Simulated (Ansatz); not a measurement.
Crystal: Au.

```
Au
1.0
     2.90000    0.00000    0.00000
    -1.45000    2.51147    0.00000
     0.00000    0.00000    4.88000
Au
2
Direct
  0.66667 0.33333 0.25000
  0.33333 0.66667 0.75000
```

This isn't the form of Au at room conditions, which is fcc.

Base run:

| Property | Result |
| --- | --- |
| Program | Ansatz 0.2.0 |
| Functional | PBEsol |
| Potentials or basis | all-electron LAPW, relativistic spinors |
| Cutoff | 245 eV (chosen from the basis error) |
| Basis error allowed | 0.001 eV/atom |
| k mesh | 8 × 8 × 4 |
| Occupations | fermi-dirac, width 0.05 eV |
| Spin | spin-orbit coupling, no magnetisation |

Its results: pressure -7.5 GPa.

Problem. The run is repeated on the same cell with these changes: potentials or basis from all-electron LAPW, relativistic spinors to all-electron LAPW, scalar-relativistic; spin from spin-orbit coupling, no magnetisation to no spin polarisation. What comes out?

Solution. Pressure -5.9 GPa.

Caveats: the k mesh is thin for a metal, which can move the energy by tens of meV per atom.
